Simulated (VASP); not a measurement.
Wanted: the native input for a VASP 6.6.1 run.

```yaml
Task: work function
Functional: PBE
Potentials_or_basis: VASP PAW PBE potentials, release 64 (Ge_d)
Cutoff: 520 eV
k_mesh: 8 × 8 × 1
Occupations: gaussian, width 0.05 eV
Spin: no spin polarisation
Dipole_correction: yes
Further_INCAR_settings: ALGO = Normal; EDIFF = 1e-07
```

The structure of Ge lies in POSCAR:

```
Ge
1.0
    4.0004848988      0.0000000000      0.0000000000
   -2.0002424494      3.4645215498      0.0000000000
    0.0000000000      0.0000000000     25.6157422863
Ge
8
Direct
    0.3333333333      0.6666666667      0.2927887045
    0.0000000000      0.0000000000      0.3246673654
    0.0000000000      0.0000000000      0.4203033479
    0.6666666667      0.3333333333      0.4521820087
    0.6666666667      0.3333333333      0.5478179913
    0.3333333333      0.6666666667      0.5796966521
    0.3333333333      0.6666666667      0.6753326346
    0.0000000000      0.0000000000      0.7072112955
```

The slab is cut from a database's or a generator's crystal, which needn't be the stable form of the element.

The cell isn't the ideal one: the (1 1 1) slab of Ge, cut from the database cell, not relaxed.

One way to write it, as run:

INCAR

```
PREC     = Accurate       # precision mode
ENCUT    = 520            # plane-wave cutoff, eV
EDIFF    = 1E-7           # SCF threshold, eV
ISMEAR   = 0              # smearing method
SIGMA    = 0.05           # smearing width, eV
LREAL    = False          # projectors in reciprocal space
LASPH    = True           # aspherical terms in the spheres
NELM     = 60             # most SCF steps
ALGO     = Normal         # electronic algorithm
ISIF     = 2              # what is computed and relaxed
LWAVE    = False          # write WAVECAR
LCHARG   = True           # write CHGCAR
LDIPOL   = True         
IDIPOL   = 3            
DIPOL    = 0.5 0.5 0.500
GGA      = PE             # functional
LELF     = True           # ELF
LVHAR    = True         
LVACPOTAV= True
```

KPOINTS

```
Automatic mesh
0
Gamma
  8 8 1
```

Potentials or basis: VASP PAW PBE potentials, release 64 (Ge_d).

Command:

```console
$ cat potpaw_PBE.64/Ge_d/POTCAR > POTCAR
$ mpirun -np 1 vasp_std > vasp.out
```

Results of the run:

```
Largest force                   : 0.466 eV/Å
Band gap on the k mesh          : none (metal or under the smearing width)
Work function of the upper face : 4.68 eV
Work function of the lower face : 4.68 eV
```

Wall time 7 min on 1 thread of Intel(R) Xeon(R) Platinum 8488C (Sapphire Rapids), with other jobs on the host, peak memory 0.5 GiB.
